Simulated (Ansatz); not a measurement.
CuAu in Ansatz: the effect of functional

CuAu:

```
Au Cu
1.0
     2.84774    0.00000    0.00000
     0.00000    2.84774    0.00000
     0.00000    0.00000    3.73349
Au Cu
1 1
Direct
  0.00000 0.00000 0.00000
  0.50000 0.50000 0.50000
```

The cell isn't the ideal one: volume scaled by 1.04.

Alike in all runs:

```yaml
Program: Ansatz 0.2.0
Task: single point
Potentials_or_basis: Ansatz PAW
k_mesh: 9 × 9 × 7
Occupations: fermi-dirac, width 0.05 eV
Spin: no spin polarisation
```

```csv
functional,cutoff,pressure (GPa)
LDA,420 eV (not typed: the program's choice for these potentials),-14.1
PBEsol,420 eV (not typed: the program's choice for these potentials),?
r2SCAN,500 eV (not typed: the program's choice for these potentials),-5.9
```

**Question.** What does the run with functional PBEsol give?

**Answer.** Pressure -9.3 GPa.

Caveats: the PAW data sets come from PBE, with cores solved anew for the run's functional, which leaves a small shift of forces and pressure.
